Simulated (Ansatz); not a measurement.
# Sn: the cost of one run

Program: Ansatz 0.2.0. Level of theory: DFT PBEsol, scalar-relativistic, plane waves, PAW. These are calculated values, not measurements.

2 further runs of the same task are left out: 2 set aside as unsound or not needed. Runs told in other sessions of the task aren't counted.

## (1) The structure to begin with

Symmetry: Fd-3m, No. 227, cubic system. Conventional cell: a = 6.542 Å, b = 6.542 Å, c = 6.542 Å, α = 90.00°, β = 90.00°, γ = 90.00°. Sn (site symmetry -43m) is surrounded by 4 Sn at 2.83 Å.

Coordinates:

```xyz
8
Lattice="-3.2708 -3.2708 0.0000 3.2708 -3.2708 0.0000 0.0000 0.0000 13.0831" Properties=species:S:1:pos:R:3 pbc="T T T"
Sn    0.0000    0.0000    3.2708
Sn    0.0000   -3.2708    6.5416
Sn    0.0000    0.0000    9.8123
Sn    0.0000   -3.2708    0.0000
Sn   -1.6354   -1.6354    4.9062
Sn    1.6354   -1.6354    8.1769
Sn   -1.6354   -1.6354   11.4477
Sn    1.6354   -1.6354    1.6354
```

It is built from the cell relaxed beforehand with the same method (34.99 Å³/atom).

## (2) The undisturbed cell

Input file input.yaml:

```yaml
crystal:
  lattice:
    - [-3.2707792874, -3.2707792874, 0.0]
    - [3.2707792874, -3.2707792874, 0.0]
    - [0.0, 0.0, 13.0831171497]
  atoms:
    - { symbol: Sn, position: [0.0, 0.0, 0.25] }
    - { symbol: Sn, position: [0.5, 0.5, 0.5] }
    - { symbol: Sn, position: [0.0, 0.0, 0.75] }
    - { symbol: Sn, position: [0.5, 0.5, 0.0] }
    - { symbol: Sn, position: [0.5, 0.0, 0.375] }
    - { symbol: Sn, position: [0.0, 0.5, 0.625] }
    - { symbol: Sn, position: [0.5, 0.0, 0.875] }
    - { symbol: Sn, position: [0.0, 0.5, 0.125] }
basis:
  ecutwfc: 420
kpoints:
  mp_grid: { grid: [13, 13, 5] }
hamiltonian:
  xc: pbesol
scf:
  occupations: { method: gaussian, width: 0.15 }
output:
  forces: true
  stress: true
  eigenvalues: true
  write_density: true
  write_potential: true
  elf: true
  volumetric_format: npy
```

Started as:

```
$ ansatz run input.yaml --threads 2 --pin off --max-ram 5120MiB --backend cpu --events-out ev --progress --plain --runs-dir out
```

What time and memory should one allow on 2 threads of Intel Xeon Platinum 8375C at 2.90GHz (Ice Lake), shared host?

About 48 s, with a peak of 1.3 GiB.
